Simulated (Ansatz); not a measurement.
**Debugging a calculation of Mg**

Someone meant to compute Mg with PBE, plane waves and PAW in Ansatz and wrote this input.

```yaml
crystal:
  lattice:
    - [-1.83599163, 1.83599163, 1.67940402]
    - [1.83599163, -1.83599163, 1.67940402]
    - [1.83599163, 1.83599163, -1.67940402]
  atoms:
    - { symbol: Mg, position: [0.0, 0.0, 0.0] }
basis:
  ecutwfc: 110
kpoints:
  mp_grid: { grid: [16, 16, 16] }
hamiltonian:
  xc: pbe
scf:
  occupations: { method: gaussian, width: 0.1 }
output:
  forces: true
  stress: true
  eigenvalues: true
```

The program printed (HF is the Harris–Foulkes energy, dr2 the density residual in eV):

```text
Pseudopotential: Mg, paw, valence charge 10, recommended cutoff 420 eV (normal)
Crystal: 1 atom, lattice volume = 22.644 Å³
Basis set: ecut = 110 eV, 55 PW (Γ), exchange–correlation on 24×24×24 points (8 copies of the dense FFT grid, shifted against one another)
Bands: 9, of which v1, the nominal top of the filled ones, is band 5 counted from 1 (4 counted from 0)
Symmetry: 16 space group operations
Space group: I4/mmm (ITA 139), of the structure as read, at distance tolerance 2.8e-5 Å
k-points: 349 of 4096
Initial density: superposition of atomic densities, corrected by the library's trained network
SCF iter   1: HF=-1851.055789 eV  Δρ=4.01e-1  dr2=1.28e1
SCF iter   2: HF=-1834.977621 eV  Δρ=1.43e-1  dr2=1.59e0
SCF iter   3: HF=-1832.430451 eV  Δρ=8.55e-3  dr2=5.55e-3
SCF iter   4: HF=-1832.424522 eV  Δρ=1.61e-3  dr2=2.62e-4
SCF iter   5: HF=-1832.424289 eV  Δρ=2.78e-4  dr2=6.64e-6
SCF iter   6: HF=-1832.425477 eV  Δρ=2.82e-5  dr2=8.48e-8
SCF iter   7: F=-1832.425477 eV  HF=-1832.425477 eV  Δρ=4.44e-6  dr2=2.10e-9
SCF 1 converged in 7 iterations: F = -1832.425477 eV  dr2 = 2.10e-9
SCF converged after 7 iterations
Free energy (F): -1832.425477 eV
E sigma→0 (E₀):  -1832.424462 eV
Entropy (-TS):   -0.002030 eV (-2.030 meV/atom)
Fermi energy:    5.294643 eV
--- Forces (eV/Å), atoms counted from 1 ---
  atom   1  Mg    -0.00000000     0.00000000     0.00000000
--- Stress (GPa, compression-positive) ---
       32.460648       0.000000       0.000000
        0.000000      32.460648      -0.000000
        0.000000       0.000000      -6.665100
  P = ⅓ Tr σ = 19.4187 GPa (194.187 kbar)
```

Task: The run finished without an error. What is wrong all the same?

Result: The fault is a cutoff far under the potentials' need. The plane waves can't represent the pseudo-wavefunctions. The cure is the recommended cutoff.

Fix:

```diff
 basis:
-  ecutwfc: 110
+  ecutwfc: 420
```

Result of the mended run: a pressure of 0.56 GPa, no gap. The faulty run's energy lay 91.35 eV per atom higher.

This form isn't the element's structure at ambient conditions.